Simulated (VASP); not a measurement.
A run of VASP 6.6.1 is set up as follows.

The input INCAR:

```
SYSTEM = Re
PREC = Accurate
ENCUT = 520
EDIFF = 1E-7
ISMEAR = 0
SIGMA = 0.1
LREAL = .FALSE.
LASPH = .TRUE.
NELM = 100
ALGO = Fast
ISIF = 2
LWAVE = .FALSE.
LCHARG = .FALSE.
GGA = PE
NBANDS = 10
```

File KPOINTS:

```
Automatic mesh
0
G
  18 18 18
  0 0 0
```

File POSCAR:

```
Re
1.0
    0.0000000000      1.9750000000      1.9750000000
    1.9750000000      0.0000000000      1.9750000000
    1.9750000000      1.9750000000      0.0000000000
Re
1
Direct
    0.0000000000      0.0000000000      0.0000000000
```

Potentials or basis: VASP PAW PBE potentials, release 64 (Re).

Launch:

```sh
$ cat potpaw_PBE.64/Re/POTCAR > POTCAR
$ mpirun -np 1 vasp_std > vasp.out
```

(1) What does it give for the band gap on the k mesh?

(2) What does it give for the pressure?

## Answers

(1) none (metal or under the smearing width).

(2) -9.7 GPa.
